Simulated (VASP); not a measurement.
Crystal: CdO (Monteponite).

```
Cd O
1.0
     0.00000    2.34950    2.34950
     2.34950    0.00000    2.34950
     2.34950    2.34950    0.00000
Cd O
1 1
Direct
  0.00000 0.00000 0.00000
  0.50000 0.50000 0.50000
```

Base run:

```yaml
Program: VASP 6.6.1
Functional: PBEsol
Potentials_or_basis: VASP PAW PBE potentials, release 64 (Cd, O)
Cutoff: 520 eV
k_mesh: 11 × 11 × 11
Occupations: fermi-dirac, width 0.05 eV
Spin: no spin polarisation
```

Its results: band gap on the k mesh none (metal or under the smearing width); pressure 0.7 GPa.

Q: The run is repeated on the same cell with these changes: functional from PBEsol to HSE06; k mesh from 11 × 11 × 11 to 6 × 6 × 6. What comes out?

A: Band gap on the k mesh 0.90 eV, indirect (least direct gap 2.25 eV); pressure 2.2 GPa.

Several settings changed at once, so the effect can't be laid on one alone.

Caveats: the PAW data sets were made with another functional, which shifts forces and pressure a little; this crystal is a semiconductor, whose small gap the functional closes, so the metal is an error of the method (some runs).

A k mesh can miss the band edges.
